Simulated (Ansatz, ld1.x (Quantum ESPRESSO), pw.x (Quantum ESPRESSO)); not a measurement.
## pw.x on diamond Sb: one setting changed

Potential: norm-conserving RRKJ (Kleinman–Bylander form), ld1.x (Quantum ESPRESSO) 7.5, PBE; core [Kr] 4d10, reference 5s2 5p3; waves: 5p (bound): rc 2.50 bohr; 5d channel at -0.1 Ry: rc 2.55 bohr; 5s (bound): rc 1.55 bohr; local part: the s channel; core correction: none; rho0 0.001.

The reference run (k-mesh 8³, cutoffs 110/440 Ry, Fermi–Dirac 0.01 Ry, mixing_beta 0.4, conv_thr 1e-9, no spin) gives 0.12 GPa at 42.794 Å³/atom, where all-electron LAPW gives -0.01 GPa. This run, with its own iteration cap, changes degauss to 0.02.

```
&control
  calculation='scf', prefix='x', pseudo_dir='./', outdir='./tmp', tstress=.true., disk_io='none'
/
&system
  ibrav=0, nat=2, ntyp=1, ecutwfc=110, ecutrho=440, nbnd=12,
  occupations='smearing', smearing='fd', degauss=0.02
/
&electrons
  conv_thr=1e-09, mixing_beta=0.4, electron_maxstep=50
/
ATOMIC_SPECIES
Sb 1.0 Sb.UPF
CELL_PARAMETERS angstrom
  0.00000000 3.49779453 3.49779453
  3.49779453 0.00000000 3.49779453
  3.49779453 3.49779453 0.00000000
ATOMIC_POSITIONS crystal
Sb 0.0000 0.0000 0.0000
Sb 0.2500 0.2500 0.2500
K_POINTS automatic
8 8 8 0 0 0
```

```bash
pw.x < Sb.scf.in > Sb.scf.out
```

Task: How does the run end?

Result: It converges in 8 iterations; the free energy moves by -60.4 meV/atom and the pressure by -0.05 GPa. In a metal, with Fermi–Dirac smearing, F lies below its zero-width value by a term in the square of the width.

```
Message from routine setup:
     using ibrav=0 with symmetry is DISCOURAGED, use correct ibrav instead
     lattice parameter (alat)  =       9.3478  a.u.
     unit-cell volume          =     577.5765 (a.u.)^3
     number of electrons       =        10.00
     number of Kohn-Sham states=           12
     kinetic-energy cutoff     =     110.0000  Ry
     charge density cutoff     =     440.0000  Ry
     scf convergence threshold =      1.0E-09
     Exchange-correlation= PBE
     number of k points=    29  Fermi-Dirac smearing, width (Ry)=  0.0200
     iteration #  1     ecut=   110.00 Ry     beta= 0.40
     total energy              =     -22.13645438 Ry
     estimated scf accuracy    <       0.00962080 Ry
     iteration #  2     ecut=   110.00 Ry     beta= 0.40
     total energy              =     -22.13598005 Ry
     estimated scf accuracy    <       0.00298656 Ry
     iteration #  3     ecut=   110.00 Ry     beta= 0.40
     total energy              =     -22.13611990 Ry
     estimated scf accuracy    <       0.00003987 Ry
     [... 2 iterations left out ...]
     iteration #  6     ecut=   110.00 Ry     beta= 0.40
     total energy              =     -22.13613528 Ry
     estimated scf accuracy    <          5.1E-09 Ry
     iteration #  7     ecut=   110.00 Ry     beta= 0.40
     total energy              =     -22.13613528 Ry
     estimated scf accuracy    <          1.4E-09 Ry
     iteration #  8     ecut=   110.00 Ry     beta= 0.40
     the Fermi energy is     3.5818 ev
!    total energy              =     -22.13613528 Ry
     estimated scf accuracy    <          3.3E-10 Ry
     smearing contrib. (-TS)   =      -0.02305880 Ry
     The total energy is F=E-TS. E is the sum of the following terms:
     one-electron contribution =       1.41808229 Ry
     hartree contribution      =       2.28044158 Ry
     xc contribution           =      -5.43754221 Ry
     ewald contribution        =     -20.37405814 Ry
     convergence has been achieved in   8 iterations
          total   stress  (Ry/bohr**3)                   (kbar)     P=        0.66
     Message from routine punch:
     Nothing written, as per user request (disk_io='none')
```

The run took about 51 s on one core of a shared host (Neoverse-V1, 32 threads, 247 GiB, load 17).
